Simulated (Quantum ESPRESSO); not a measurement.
C: equation of state with PBE+D3(BJ)

**What was measured.**

“Equation of state of cubic boron nitride at high pressures and temperatures”, 2007, arxiv:cond-mat/0702656 quotes, for a bulk crystal of C: bulk modulus 444.8 ± 0.8 GPa.

C:

```
C
1.0
     0.00000    1.78337    1.78337
     1.78337    0.00000    1.78337
     1.78337    1.78337    0.00000
C
2
Direct
  0.75000 0.75000 0.75000
  0.50000 0.50000 0.50000
```

This isn't the form of C at room conditions, which is graphite.

* Program: Quantum ESPRESSO 7.5
* Task: equation of state
* Functional: PBE
* Dispersion: D3(BJ)
* Potentials or basis: PseudoDojo 0.4.1 SR PBE standard
* Cutoff: 1116 eV
* Density cutoff: 4463 eV
* k mesh: 13 × 13 × 13
* Occupations: fermi-dirac, width 0.05 eV
* Spin: no spin polarisation
* Mixing beta: 0.5
* Most SCF iterations: 120
* SCF threshold: 4e-10 Ry

The equilibrium volume is 5.64 Å³/atom, the bulk modulus is 441 GPa and the pressure derivative of the bulk modulus is 3.7.

Energy against volume, from the lowest point:
```csv
volume (Å³/atom),energy (meV/atom)
5.332,25.01
5.445,9.51
5.558,1.39
5.672,0.00
5.785,4.73
5.899,15.02
6.012,30.37
```

All runs of the series together: 93 s on 1 thread of Intel(R) Xeon(R) Platinum 8488C (Sapphire Rapids) (shared host).

Against the measured bulk modulus of C, 444.8 GPa (quoted in “Equation of state of cubic boron nitride at high pressures and temperatures”, 2007, arxiv:cond-mat/0702656), the calculated 441 GPa is off by -0.9 %. 3 values of this kind are on record (442 to 444.8 GPa); this one was drawn at random among those near their median, those with a stated uncertainty first. The fit is for a static lattice scaled at fixed shape and fixed fractional positions. The cell as given is a measured one (5.67 Å³/atom); PBE+D3(BJ) puts the equilibrium volume -0.6 % from it, thermal expansion not counted.
